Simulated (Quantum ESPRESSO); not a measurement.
# Au (Fm-3m) in Quantum ESPRESSO: single point with PBE

Aim: the single point of Au with PBE.

All numbers are computed with Quantum ESPRESSO 7.5; they aren't measurements. Logs are shortened: lines on timing, memory, paths and dates and some standing lists are left out, and cuts for length are marked.

**1. The structure**

It takes space group Fm-3m (No. 225, cubic). The conventional cell has a = 4.070 Å, b = 4.070 Å, c = 4.070 Å, α = 90.00°, β = 90.00°, γ = 90.00°. Au (site symmetry m-3m) has 12 Au at 2.88 Å as nearest neighbours.

**2. Single point, PBE**

Input file pw.in:

```
&CONTROL
  calculation = 'scf'
  prefix = 'pwscf'
  outdir = './tmp'
  pseudo_dir = './pseudo'
  tprnfor = .true.
  tstress = .true.
  disk_io = 'nowf'
/
&SYSTEM
  ibrav = 0
  nat = 1
  ntyp = 1
  ecutwfc = 70
  nbnd = 16
  occupations = 'smearing'
  smearing = 'fd'
  degauss = 0.00367493
/
&ELECTRONS
  conv_thr = 2d-10
  electron_maxstep = 120
  mixing_beta = 0.5
/
ATOMIC_SPECIES
Au   196.9666 Au_ONCV_PBE-1.2.upf
CELL_PARAMETERS angstrom
   0.0000000000    2.0350000000    2.0350000000
   2.0350000000    0.0000000000    2.0350000000
   2.0350000000    2.0350000000    0.0000000000
ATOMIC_POSITIONS crystal
Au     0.0000000000    0.0000000000    0.0000000000
K_POINTS automatic
6 6 6 0 0 0
```

Potentials or basis: SG15 PBE 1.2.

On the command line:

```bash
OMP_NUM_THREADS=1 mpirun -n 2 pw.x -nk 2 -in pw.in > pw.out
```

pw.out:

```text
This program is part of the open-source Quantum ESPRESSO suite
     for quantum simulation of materials; please cite
         "P. Giannozzi et al., J. Phys.:Condens. Matter 21 395502 (2009);
         "P. Giannozzi et al., J. Phys.:Condens. Matter 29 465901 (2017);
         "P. Giannozzi et al., J. Chem. Phys. 152 154105 (2020);
     in publications or presentations arising from this work. More details at

     Message from routine setup:
     using ibrav=0 with symmetry is DISCOURAGED, use correct ibrav instead

     K-points division:     npool     =       2
     Subspace diagonalization in iterative solution of the eigenvalue problem:
     a serial algorithm will be used

     G-vector sticks info
     --------------------
     sticks:   dense  smooth     PW     G-vecs:    dense   smooth      PW
     Sum         583     583    187                 9089     9089    1591

     Using Slab Decomposition

     bravais-lattice index     =            0
     lattice parameter (alat)  =       5.4385  a.u.
     unit-cell volume          =     113.7417 (a.u.)^3
     number of atoms/cell      =            1
     number of atomic types    =            1
     number of electrons       =        19.00
     number of Kohn-Sham states=           16
     kinetic-energy cutoff     =      70.0000  Ry
     charge density cutoff     =     280.0000  Ry
     scf convergence threshold =      2.0E-10
     mixing beta               =       0.5000
     number of iterations used =            8  plain     mixing
     Exchange-correlation= PBE
                           (   1   4   3   4   0   0   0)

     celldm(1)=   5.438489  celldm(2)=   0.000000  celldm(3)=   0.000000
     celldm(4)=   0.000000  celldm(5)=   0.000000  celldm(6)=   0.000000

     crystal axes: (cart. coord. in units of alat)
               a(1) = (   0.000000   0.707107   0.707107 )
               a(2) = (   0.707107   0.000000   0.707107 )
               a(3) = (   0.707107   0.707107   0.000000 )

     reciprocal axes: (cart. coord. in units 2 pi/alat)
               b(1) = ( -0.707107  0.707107  0.707107 )
               b(2) = (  0.707107 -0.707107  0.707107 )
               b(3) = (  0.707107  0.707107 -0.707107 )

     PseudoPot. # 1 for Au read from file:
     Au_ONCV_PBE-1.2.upf
     Pseudo is Norm-conserving, Zval = 19.0
     Generated using ONCVPSP code by D. R. Hamann
     Using radial grid of  602 points,  8 beta functions with:
                l(1) =   0
                l(2) =   0
                l(3) =   1
                l(4) =   1
                l(5) =   2
                l(6) =   2
                l(7) =   3
                l(8) =   3

     atomic species   valence    mass     pseudopotential
     Au               19.00   196.96660     Au( 1.00)

     48 Sym. Ops., with inversion, found

   Cartesian axes

     site n.     atom                  positions (alat units)
         1        Au     tau(   1) = (   0.0000000   0.0000000   0.0000000  )

     number of k points=    16  Fermi-Dirac smearing, width (Ry)=  0.0037
                       cart. coord. in units 2pi/alat
        k(    1) = (   0.0000000   0.0000000   0.0000000), wk =   0.0092593
        k(    2) = (   0.1178511   0.1178511  -0.1178511), wk =   0.0740741
        k(    3) = (   0.2357023   0.2357023  -0.2357023), wk =   0.0740741
        k(    4) = (  -0.3535534  -0.3535534   0.3535534), wk =   0.0370370
        k(    5) = (   0.2357023   0.0000000  -0.0000000), wk =   0.0555556
        k(    6) = (   0.3535534   0.1178511  -0.1178511), wk =   0.2222222
[... 8 lines left out ...]
        k(   15) = (  -0.1178511  -0.3535534   0.5892557), wk =   0.2222222
        k(   16) = (  -0.7071068   0.2357023   0.0000000), wk =   0.1111111

     Dense  grid:     9089 G-vectors     FFT dimensions: (  30,  30,  30)

     Initial potential from superposition of free atoms

     starting charge      18.9775, renormalised to      19.0000
     Starting wfcs are random

     Self-consistent Calculation

     iteration #  1     ecut=    70.00 Ry     beta= 0.50
     Davidson diagonalization with overlap
     ethr =  1.00E-02,  avg # of iterations =  7.2

     Threshold (ethr) on eigenvalues was too large:
     Diagonalizing with lowered threshold

     Davidson diagonalization with overlap
     ethr =  8.98E-06,  avg # of iterations =  6.4

     total energy              =    -274.72415039 Ry
     estimated scf accuracy    <       0.00175259 Ry

     iteration #  2     ecut=    70.00 Ry     beta= 0.50
     Davidson diagonalization with overlap
     ethr =  9.22E-06,  avg # of iterations =  1.2

     total energy              =    -274.72437718 Ry
     estimated scf accuracy    <       0.00026752 Ry

     iteration #  3     ecut=    70.00 Ry     beta= 0.50
     Davidson diagonalization with overlap
     ethr =  1.41E-06,  avg # of iterations =  1.9

     total energy              =    -274.72440218 Ry
     estimated scf accuracy    <       0.00004518 Ry

     iteration #  4     ecut=    70.00 Ry     beta= 0.50
     Davidson diagonalization with overlap
     ethr =  2.38E-07,  avg # of iterations =  1.4

     total energy              =    -274.72440537 Ry
     estimated scf accuracy    <       0.00000093 Ry

     iteration #  5     ecut=    70.00 Ry     beta= 0.50
     Davidson diagonalization with overlap
     ethr =  4.87E-09,  avg # of iterations =  2.0

     total energy              =    -274.72440546 Ry
     estimated scf accuracy    <          4.6E-09 Ry

     iteration #  6     ecut=    70.00 Ry     beta= 0.50
     Davidson diagonalization with overlap
     ethr =  2.41E-11,  avg # of iterations =  2.7

     total energy              =    -274.72440546 Ry
     estimated scf accuracy    <          9.8E-10 Ry

     iteration #  7     ecut=    70.00 Ry     beta= 0.50
     Davidson diagonalization with overlap
     ethr =  5.18E-12,  avg # of iterations =  1.7

     End of self-consistent calculation

          k = 0.0000 0.0000 0.0000 (  1139 PWs)   bands (ev):

   -84.7684 -35.9807 -35.9807 -35.9807  10.9452  16.1978  16.1978  16.1978
    17.7484  17.7484  35.4026  39.4623  39.4623  39.4623  44.4302  48.9705

          k = 0.1179 0.1179-0.1179 (  1137 PWs)   bands (ev):

   -84.7653 -36.0381 -35.9894 -35.9894  11.8706  15.9713  16.4474  16.4474
    17.6939  17.6939  35.1965  36.5227  40.5099  40.5099  43.3863  45.5559

          k = 0.2357 0.2357-0.2357 (  1131 PWs)   bands (ev):

   -84.7591 -36.1517 -36.0067 -36.0067  13.3668  16.3519  16.3519  16.9215
    18.3721  18.3721  28.8803  35.7644  39.8774  39.8774  44.1237  44.4081

          k =-0.3536-0.3536 0.3536 (  1158 PWs)   bands (ev):

   -84.7560 -36.2079 -36.0154 -36.0154  13.5201  16.1585  16.1585  18.9768
    18.9768  19.9109  24.0708  34.8643  38.1360  38.1360  45.8816  45.8816

          k = 0.2357 0.0000-0.0000 (  1130 PWs)   bands (ev):

   -84.7643 -36.0361 -36.0028 -36.0028  12.1912  15.5930  16.7786  16.7786
    17.1367  18.0245  36.8697  37.4723  38.0921  38.0921  43.0064  45.6667

          k = 0.3536 0.1179-0.1179 (  1115 PWs)   bands (ev):

   -84.7591 -36.1198 -36.0228 -36.0224  13.7164  15.3858  16.3243  17.0193
    18.3457  18.5737  31.4998  36.5123  36.6785  38.4999  42.5159  45.6534

          k =-0.2357-0.4714 0.4714 (  1121 PWs)   bands (ev):

   -84.7549 -36.1856 -36.0487 -36.0287  14.1382  15.7820  16.7448  16.8561
    19.0205  21.6079  25.1125  34.5608  36.2770  36.8841  46.0156  46.7050

          k =-0.1179-0.3536 0.3536 (  1126 PWs)   bands (ev):

   -84.7560 -36.1674 -36.0558 -36.0154  14.2277  15.9138  16.6205  16.7219
    18.2090  20.6333  27.2879  33.6283  36.8011  39.0471  43.5870  46.2255

          k = 0.0000-0.2357 0.2357 (  1127 PWs)   bands (ev):

   -84.7611 -36.0928 -36.0274 -35.9958  13.2079  15.6115  16.4688  16.9574
    17.1705  18.6807  33.0896  34.9610  39.1618  39.6792  43.3545  45.0293

          k = 0.4714 0.0000-0.0000 (  1118 PWs)   bands (ev):

   -84.7560 -36.1443 -36.0466 -36.0466  13.9891  14.5527  17.8822  18.2649
    18.2649  18.6146  33.2024  33.4331  33.4331  37.5265  39.5910  48.9551

          k =-0.1179-0.5893 0.5893 (  1127 PWs)   bands (ev):

   -84.7529 -36.1739 -36.0816 -36.0553  14.1984  14.6396  17.4642  18.1484
    19.1269  22.0926  27.5192  30.7466  32.7608  38.7199  42.3512  47.4743

          k =-0.0000-0.4714 0.4714 (  1125 PWs)   bands (ev):

   -84.7529 -36.1363 -36.1357 -36.0397  14.6929  15.5173  16.3946  17.6295
    18.5206  23.3892  27.4382  28.1582  35.3300  37.9559  46.1247  46.5367

          k =-0.7071 0.0000 0.0000 (  1106 PWs)   bands (ev):

   -84.7518 -36.1971 -36.0685 -36.0685  13.7708  14.0951  18.9319  19.3071
    19.3071  21.9110  26.7948  30.9747  30.9747  38.2292  40.8107  48.2024

          k =-0.2357-0.4714 0.7071 (  1124 PWs)   bands (ev):

   -84.7549 -36.1512 -36.0764 -36.0352  14.8708  15.1175  15.8759  17.9028
    18.2535  20.8601  29.5354  31.3003  34.4635  41.1985  41.4759  46.4769

          k =-0.1179-0.3536 0.5893 (  1120 PWs)   bands (ev):

   -84.7529 -36.1594 -36.1038 -36.0485  15.0993  15.1963  16.1208  17.4840
    18.8827  24.3021  25.0955  30.8148  32.6840  40.2444  44.1488  48.7791

          k =-0.7071 0.2357 0.0000 (  1126 PWs)   bands (ev):

   -84.7518 -36.1651 -36.1008 -36.0694  14.5235  14.8226  16.9238  18.0210
    19.3086  25.1470  25.9351  29.1758  30.5342  41.9545  42.6076  45.7094

     the Fermi energy is    20.8870 ev

!    total energy              =    -274.72440546 Ry
     estimated scf accuracy    <          4.7E-12 Ry
     smearing contrib. (-TS)   =      -0.00056846 Ry
     internal energy E=F+TS    =    -274.72383700 Ry

     The total energy is F=E-TS. E is the sum of the following terms:
     one-electron contribution =     -86.50901084 Ry
     hartree contribution      =      52.39975568 Ry
     xc contribution           =     -25.41560557 Ry
     ewald contribution        =    -215.19897628 Ry

     convergence has been achieved in   7 iterations

     Forces acting on atoms (cartesian axes, Ry/au):

     atom    1 type  1   force =     0.00000000    0.00000000    0.00000000

     Total force =     0.000000     Total SCF correction =     0.000000

     Computing stress (Cartesian axis) and pressure

          total   stress  (Ry/bohr**3)                   (kbar)     P=      122.71
   0.00083419   0.00000000   0.00000000          122.71        0.00        0.00
   0.00000000   0.00083419   0.00000000            0.00      122.71        0.00
   0.00000000   0.00000000   0.00083419            0.00        0.00      122.71

=------------------------------------------------------------------------------=
   JOB DONE.
=------------------------------------------------------------------------------=
```

Run time: 2.5 s. Hardware: 2 MPI ranks of INTEL XEON PLATINUM 8581C at 2.10GHz (Emerald Rapids), shared host; peak memory 0.1 GiB.

Results:

* Free energy: -3737.8160 eV
* Pressure: 12.3 GPa
* Band gap on the k mesh: none (metal or under the smearing width)

Levels at points of the mesh, in eV from the Fermi level:
```
             k point  band 6  band 7  band 8  band 9  band 10  band 11  band 12  band 13  band 14  band 15
  (0.00, 0.00, 0.00)   -4.69   -4.69   -4.69   -3.14    -3.14    14.52    18.58    18.58    18.58    23.54
 (0.00, 0.00, -0.50)   -4.73   -4.73   -1.91   -1.91    -0.98     3.18    13.98    17.25    17.25    24.99
(0.00, -0.50, -0.50)   -6.79   -1.96   -1.58   -1.58     1.02     5.91    10.09    10.09    17.34    19.92
```

Caveat: the k mesh is coarse (spacing up to 0.45 Å⁻¹), so the values aren't converged. The run has no spin-orbit coupling, so splittings on Au are missing.
